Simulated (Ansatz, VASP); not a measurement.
Zn in VASP and in Ansatz

Contents of POSCAR:

```
Zn
1.0
    0.0000000000      1.9647760000      1.9647760000
    1.9647760000      0.0000000000      1.9647760000
    1.9647760000      1.9647760000      0.0000000000
Zn
1
Direct
    0.0000000000      0.0000000000      0.0000000000
```

INCAR.step1

```
SYSTEM = Zn
PREC = Accurate
ENCUT = 520
ISMEAR = 0
SIGMA = 0.15
LREAL = .FALSE.
LASPH = .TRUE.
NELM = 100
NBANDS = 12
GGA = PE
ALGO = Normal
EDIFF = 1E-4
LWAVE = .TRUE.
LCHARG = .FALSE.
```

Contents of INCAR.step2:

```
SYSTEM = Zn
PREC = Accurate
ENCUT = 520
EDIFF = 1E-6
ISMEAR = 0
SIGMA = 0.15
LREAL = .FALSE.
LASPH = .TRUE.
NELM = 100
ALGO = Normal
ISIF = 2
LWAVE = .FALSE.
LCHARG = .FALSE.
METAGGA = R2SCAN
LMIXTAU = .TRUE.
NBANDS = 12
ISTART = 1
```

File KPOINTS:

```
regular mesh
0
G
  20 20 20
  0 0 0
```

Input for Ansatz:

```yaml
crystal:
  lattice:
    - [0.0, 1.964776, 1.964776]
    - [1.964776, 0.0, 1.964776]
    - [1.964776, 1.964776, 0.0]
  atoms:
    - { symbol: Zn, position: [0.0, 0.0, 0.0] }
basis:
  ecutwfc: 500
kpoints:
  mp_grid: { grid: [20, 20, 20] }
hamiltonian:
  xc: r2scan
scf:
  occupations: { method: gaussian, width: 0.15 }
output:
  forces: true
  stress: true
  eigenvalues: true
```

This isn't the form of Zn at room conditions, which is hcp.

Alike in both runs: task single point; functional r2SCAN; k mesh 20 × 20 × 20; occupations gaussian, width 0.15 eV; no spin polarisation.

```csv
,VASP,Ansatz
version,VASP 6.6.1,Ansatz 0.2.0
potentials or method,"VASP PAW PBE potentials, release 64 (Zn)","scalar-relativistic, plane waves, PAW"
plane-wave cutoff (eV),520,500
valence electrons in the cell,12,12
```

```csv
,VASP,Ansatz,Ansatz less VASP
gap on the k mesh at the Fermi level (eV),none,none,-
pressure (GPa),-4.0,-4.3,-0.27
```

A gap of «none» marks a metal or a gap that the smearing closes.

Caveats: the PAW data sets were made with another functional, which shifts forces and pressure a little (VASP).
